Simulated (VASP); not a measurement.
# Al (Fm-3m) in VASP: a series of runs

The runs below take Al through relaxation of cell and atoms, with PBEsol.

Program: VASP 6.6.1. These are calculated values, not measurements. Logs are shortened: lines on timing, memory, paths and dates and some standing lists are left out, and cuts for length are marked.

**1. The crystal as given**

It takes space group Fm-3m (No. 225, cubic). Conventional cell: a = 4.050 Å, b = 4.050 Å, c = 4.050 Å, α = 90.00°, β = 90.00°, γ = 90.00°. Around Al (site symmetry m-3m) lie 12 Al at 2.86 Å.

**2. Relaxation of cell and atoms, PBEsol**

INCAR

```
SYSTEM = Al
PREC = Accurate
ENCUT = 600
EDIFF = 1E-6
ISMEAR = 1
SIGMA = 0.1
LREAL = .False.
LASPH = .True.
NELM = 80
ALGO = Normal
ISIF = 3
LWAVE = .False.
LCHARG = .False.
GGA = PS
IBRION = 2
NSW = 90
EDIFFG = -0.01
```

KPOINTS

```
Automatic mesh
0
Gamma
  16 16 16
  0 0 0
```

POSCAR

```
Al
1.0
    0.0000000000      2.0248050000      2.0248050000
    2.0248050000      0.0000000000      2.0248050000
    2.0248050000      2.0248050000      0.0000000000
Al
1
Direct
    0.0000000000      0.0000000000      0.0000000000
```

Potentials or basis: VASP PAW PBE potentials, release 64 (Al).

Launch:

```sh
$ cat potpaw_PBE.64/Al/POTCAR > POTCAR
$ mpirun -np 1 vasp_std > vasp.out
```

OUTCAR:

```text
SYSTEM = Al
   PREC = Accurate
   ENCUT = 600
   EDIFF = 1E-6
   ISMEAR = 1
   LREAL = .False.
   LASPH = .True.
   NELM = 80
   ISIF = 3
   GGA = PS
   IBRION = 2
   NSW = 90
   EDIFFG = -0.01

 ion  position               nearest neighbor table
   1  0.000  0.000  0.000-

  LATTYP: Found a face centered cubic cell.
 ALAT       =     4.0496100000

  Lattice vectors:

 A1 = (   0.0000000000,   2.0248050000,   2.0248050000)
 A2 = (   2.0248050000,   0.0000000000,   2.0248050000)
 A3 = (   2.0248050000,   2.0248050000,   0.0000000000)

Analysis of symmetry for initial positions (statically):
=====================================================================
 Subroutine PRICEL returns:
 Original cell was already a primitive cell.

 Routine SETGRP: Setting up the symmetry group for a
 face centered cubic supercell.

 Subroutine GETGRP returns: Found 48 space group operations
 (whereof 48 operations were pure point group operations)
 out of a pool of 48 trial point group operations.

The static configuration has the point symmetry O_h .

Analysis of symmetry for dynamics (positions and initial velocities):
=====================================================================
 Subroutine PRICEL returns:
 Original cell was already a primitive cell.

 Routine SETGRP: Setting up the symmetry group for a
 face centered cubic supercell.

 Subroutine GETGRP returns: Found 48 space group operations
 (whereof 48 operations were pure point group operations)
 out of a pool of 48 trial point group operations.

The dynamic configuration has the point symmetry O_h .

 Subroutine INISYM returns: Found 48 space group operations
 (whereof 48 operations are pure point group operations),
 and found     1 'primitive' translations

----------------------------------------------------------------------------------------

                                     Primitive cell

  volume of cell :      16.6027

  direct lattice vectors                    reciprocal lattice vectors
     0.000000000  2.024805000  2.024805000    -0.246937359  0.246937359  0.246937359
     2.024805000  0.000000000  2.024805000     0.246937359 -0.246937359  0.246937359
     2.024805000  2.024805000  0.000000000     0.246937359  0.246937359 -0.246937359
[... 86 lines left out ...]
   IBRION =      2    ionic relax: 0-MD 1-quasi-New 2-CG
   NFREE  =      1    steps in history (QN), initial steepest desc. (CG)
   ISIF   =      3    stress and relaxation
   ISYM   =      2    0-nonsym 1-usesym 2-fastsym
   POTIM  = 0.5000    time-step for ionic-motion
   TEBEG  =    0.0;   TEEND  =   0.0 temperature during run
   PSTRESS=    0.0 pullay stress
   NELECT =       3.0000    total number of electrons
   NUPDOWN=      -1.0000    fix difference up-down
   EMIN   =  10.00;   EMAX   =-10.00  energy-range for DOS
   EFERMI =   0.00;   METHOD = LEGACY
   ISMEAR =     1;   SIGMA  =   0.10  broadening in eV -4-tet -1-fermi 0-gaus
   EFERMI_NEDOS =   21; number of points for ismear=-14 and -15
   IALGO  =     38    algorithm
   IMIX   =      4    mixing-type and parameters
     AMIX     =   0.40;   BMIX     =  1.00
     AMIX_MAG =   1.60;   BMIX_MAG =  1.00
  volume/ion in A,a.u.               =      16.60       112.04
  Fermi-wavevector in a.u.,A,eV,Ry     =   0.925526  1.748991 11.654733  0.856599
  Thomas-Fermi vector in A             =   2.051390
   LORBIT       =      0    0 simple, 1 ext, 2 COOP (PROOUT), +10 PAW based schemes
   GGA     = PS    functional components
   LHFCALC =     F    Hartree Fock is set to
   AEXX    =    0.0000 exact exchange contribution
   IVDW    =     0    specifies the selected vdW correction
   LEPSILON=     F    determine dielectric tensor
   LRPA    =     F    only Hartree local field effects (RPA)
 conjugate gradient relaxation of ions
 non-spin polarized calculation
 Methfessel and Paxton  Order N= 1 SIGMA  =   0.10
  energy-cutoff  :      600.00
  volume of cell :       16.60
 maximum number of plane-waves:       568
   NGX = 11   NGY = 11   NGZ = 11

--------------------------------------- Ionic step        1  -------------------------------------------

 number of electron       3.0000000 magnetization

 Free energy of the ion-electron system (eV)
  ---------------------------------------------------
  ext. energy  EPLUGINS =         0.00000000
  ---------------------------------------------------
  free energy    TOTEN  =        -4.09526930 eV

  energy without entropy =       -4.09560671  energy(sigma->0) =       -4.09538177

------------------------ aborting loop because EDIFF is reached ----------------------------------------

  FORCE on cell =-STRESS in cart. coord.  units (eV):
  Direction    XX          YY          ZZ          XY          YZ          ZX
  --------------------------------------------------------------------------------------
  -------------------------------------------------------------------------------------
  Total       -0.2080013     -0.2080013     -0.2080013      0.0000000      0.0000000      0.0000000
  in kB      -20.0722934    -20.0722934    -20.0722934      0.0000000      0.0000000      0.0000000
  external PRESSURE =     -20.0722934 kB  Pullay stress =       0.0000000 kB
[... 57 lines left out ...]
--------------------------------------- Ionic step        3  -------------------------------------------

 number of electron       3.0000000 magnetization

 Free energy of the ion-electron system (eV)
  ---------------------------------------------------
  ext. energy  EPLUGINS =         0.00000000
  ---------------------------------------------------
  free energy    TOTEN  =        -4.09792694 eV

  energy without entropy =       -4.09826422  energy(sigma->0) =       -4.09803937

 E-fermi :   8.1828     XC(G=0): -10.3266

 val. band max:        8.1451580626   @ k =  -0.2500   0.3125   0.1250
 cond. band min:       8.2673015232   @ k =   0.4375   0.4375   0.0000
 fundamental gap:      0.1221434606
 Fermi energy:         8.1827839607

 k-point     1 :       0.0000    0.0000    0.0000
  band No.  band energies     occupation
      1      -3.1126      2.00000
      2      20.8500      0.00000
      3      20.8500      0.00000
      4      20.8500      0.00000
      5      22.4868      0.00000
[... 177 lines left out ...]
 k-point    24 :      -0.0625    0.0625    0.0000
  band No.  band energies     occupation
      1      -2.8261      2.00000
      2      17.9919      0.00000
      3      18.7663      0.00000
      4      21.1287      0.00000
      5      22.6670      0.00000

 [... further k-points ...]
[... 5 lines left out ...]
  --------------------------------------------------------------------------------------
  -------------------------------------------------------------------------------------
  Total        0.0003738      0.0003738      0.0003738      0.0000000      0.0000000      0.0000000
  in kB        0.0369913      0.0369913      0.0369913      0.0000000      0.0000000      0.0000000
  external PRESSURE =       0.0369913 kB  Pullay stress =       0.0000000 kB
[... 16 lines left out ...]
  FREE ENERGIE OF THE ION-ELECTRON SYSTEM (eV)
  ---------------------------------------------------
  free  energy   TOTEN  =        -4.0979269448 eV

  energy  without entropy=       -4.0982642202  energy(sigma->0) =       -4.09803937

 reached required accuracy - stopping structural energy minimisation
```

OSZICAR:

```text
N       E                     dE             d eps       ncg     rms          rms(c)
DAV:   1    -0.101816247729E+01   -0.10182E+01   -0.93623E+02  1475   0.376E+02
DAV:   2    -0.409963512693E+01   -0.30815E+01   -0.27913E+01  1840   0.358E+01
DAV:   3    -0.412357232196E+01   -0.23937E-01   -0.23983E-01  1950   0.395E+00
[... 14 lines left out ...]
       N       E                     dE             d eps       ncg     rms          rms(c)
DAV:   1    -0.409793816191E+01   -0.11801E-03   -0.12151E-03  1825   0.223E-01    0.299E-02
DAV:   2    -0.409793179197E+01    0.63699E-05   -0.80635E-06  1545   0.244E-02    0.106E-02
DAV:   3    -0.409792744933E+01    0.43426E-05   -0.13718E-06  1535   0.713E-03    0.365E-03
DAV:   4    -0.409792694483E+01    0.50451E-06   -0.16651E-07   805   0.258E-03
   3 F= -.40979269E+01 E0= -.40980394E+01  d E =-.265764E-02
```

It took 11 s on 1 thread of Intel Xeon 6975P-C (Granite Rapids), shared host; peak memory 0.14 GiB.

Results:

```yaml
Free_energy: -4.0979 eV
Relaxed_volume: 16.19 Å³/atom
Relaxed_cell: a = 2.839 Å, b = 2.839 Å, c = 2.839 Å, α = 60.00°, β = 60.00°, γ = 60.00°
Space_group_after_relaxing_to_0.05_Å: Fm-3m (No. 225)
Energy_gained_by_relaxing: 2.7 meV/atom
Ionic_steps: 3
Pressure_after_relaxing: 0.0 GPa
Band_gap_on_the_k_mesh: none (metal or under the smearing width)
```

Step by step:
```
step  energy change (eV)  largest force (eV/Å)  pressure (GPa)  volume (Å³)
   1              0.0000                0.0000           -2.01        16.60
   2             -0.0026                0.0000            0.43        16.11
   3             -0.0027                0.0000            0.00        16.19
```

Final structure:
```cif
data_structure
_symmetry_space_group_name_H-M 'P 1'
_symmetry_Int_Tables_number 1
_cell_length_a 2.8395
_cell_length_b 2.8395
_cell_length_c 2.8395
_cell_angle_alpha 60.000
_cell_angle_beta 60.000
_cell_angle_gamma 60.000
_cell_volume 16.19
loop_
_atom_site_label
_atom_site_type_symbol
_atom_site_fract_x
_atom_site_fract_y
_atom_site_fract_z
_atom_site_occupancy
Al1 Al 0.00000 0.00000 0.00000 1
```

Caveat: the PAW data sets were made with another functional, which shifts forces and pressure a little.

**3. Relaxation of cell and atoms, PBEsol**

This run uses another cell than the first one, of 16.19 Å³/atom, 0.975 times its volume.

Edit INCAR of step 2 so:

```diff
@@ -3,3 +3,3 @@
 ENCUT = 600
-EDIFF = 1E-6
+EDIFF = 1E-7
 ISMEAR = 1
@@ -16,2 +16,2 @@
 NSW = 90
-EDIFFG = -0.01
+EDIFFG = -0.005
```

KPOINTS is that of step 2.

POSCAR

```
Al                                      
1.0
   -0.0000000000      2.0078218401      2.0078218401
    2.0078218401      0.0000000000      2.0078218401
    2.0078218401      2.0078218401     -0.0000000000
  Al            
     1
Direct
     0.0000000000000000    0.0000000000000000    0.0000000000000000
```

Potentials or basis: VASP PAW PBE potentials, release 64 (Al).

Launch:

```sh
$ cat potpaw_PBE.64/Al/POTCAR > POTCAR
$ mpirun -np 1 vasp_std > vasp.out
```

Wall time 3.8 s (1 thread of Intel Xeon 6975P-C (Granite Rapids), shared host); peak memory 0.14 GiB.

Results (log left out):

```
Free energy             : -4.0979 eV
Pressure after relaxing : 0.0 GPa
Band gap on the k mesh  : none (metal or under the smearing width)
```

Final structure:
```xyz
1
Lattice="0.0000 2.0078 2.0078 2.0078 0.0000 2.0078 2.0078 2.0078 0.0000" Properties=species:S:1:pos:R:3 pbc="T T T"
Al    0.0000    0.0000    0.0000
```

Levels at points of the mesh, in eV from the Fermi level:
| k point | band 1 | band 2 | band 3 | band 4 | band 5 |
| --- | --- | --- | --- | --- | --- |
| (0.00, 0.00, 0.00) | -11.30 | 12.67 | 12.67 | 12.67 | 14.30 |
| (0.50, 0.00, 0.00) | -4.70 | -4.44 | 11.49 | 11.49 | 11.57 |
| (0.50, 0.50, 0.00) | -3.00 | -1.65 | 5.22 | 5.64 | 5.64 |

Caveat: the relaxation stopped at its first step, so nothing moved; the PAW data sets were made with another functional, which shifts forces and pressure a little.
